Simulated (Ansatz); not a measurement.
Crystal: TiTe2.

```
Te Ti
1.0
     3.77700    0.00000    0.00000
    -1.88850    3.27098    0.00000
     0.00000    0.00000    6.49800
Te Ti
2 1
Direct
  0.33333 0.66667 0.73720
  0.66667 0.33333 0.26280
  0.00000 0.00000 0.00000
```

| Property | Result |
| --- | --- |
| Program | Ansatz 0.2.0 |
| Task | relaxation of cell and atoms |
| Functional | revPBE |
| Dispersion | D3(BJ) |
| Potentials or basis | Ansatz PAW |
| Cutoff | 420 eV (not typed: the program's choice for these potentials) |
| k mesh | 8 × 8 × 4 |
| Occupations | fermi-dirac, width 0.05 eV |
| Spin | no spin polarisation |

At the start: volume 26.76 Å³/atom.

**Question.** Where does the relaxation end?

**Answer.** It ends after 7 steps and the volume is 24.22 Å³/atom (-9.5 %); space group P-3m1 (No. 164, to 0.05 Å).

Step by step:
```tsv
step	energy change (eV)	largest force (eV/Å)	volume (Å³)
1	0.0000	0.0828	80.28
2	-0.0398	0.6519	69.52
3	-0.0731	0.5066	72.76
4	-0.0958	0.0425	72.66
5	-0.0959	0.0266	72.63
6	-0.0960	0.0026	72.66
7	-0.0947	0.0026	72.66
```

Final structure:
```xyz
3
Lattice="3.6653 0.0000 0.0000 -1.8327 3.1743 0.0000 0.0000 0.0000 6.2450" Properties=species:S:1:pos:R:3 pbc="T T T"
Te    0.0000    2.1162    4.5131
Te    1.8327    1.0581    1.7319
Ti    0.0000    0.0000    0.0000
```

Caveat: the plane-wave basis is chosen anew once the cell has moved, so the energies of steps on either side of that aren't comparable; the PAW data sets come from PBE, with cores solved anew for the run's functional, which leaves a small shift of forces and pressure.
